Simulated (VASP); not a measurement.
Runs of VASP 6.6.1 on W. The structure is cubic, space group Fm-3m (No. 225). The conventional cell has a = 4.060 Å, b = 4.060 Å, c = 4.060 Å, α = 90.00°, β = 90.00°, γ = 90.00°. W (site symmetry m-3m) has 12 W at 2.87 Å as nearest neighbours. This isn't the form of W at room conditions, which is bcc.

```csv
cell,k mesh,smearing,mesh quality,gap on the mesh (eV),pressure (GPa)
as given,11 × 11 × 11,fermi-dirac 0.05 eV,not flagged,none,(a)
as given,4 × 4 × 4,fermi-dirac 0.02 eV,coarse,none,-4.7
as given,6 × 6 × 6,fermi-dirac 0.03 eV,coarse,none,-3.7
volume scaled by 1.06,11 × 11 × 11,fermi-dirac 0.05 eV,not flagged,none,-18.4
```

Alike in all rows: task single point; level PBE; potentials or basis VASP PAW PBE potentials, release 64 (W_sv); no spin polarisation; cutoff (eV) 520.

Q: Estimate the missing entries.

A: (a) -4.5.

Caveats: some runs use coarse meshes; so large a pressure means that the cell lies far from this level's equilibrium, or that cutoff or potentials fall short (some runs).

A k mesh can miss the band edges, and the runs leave out spin-orbit coupling on W.

A gap of «none» marks a metal or a gap under the smearing width.
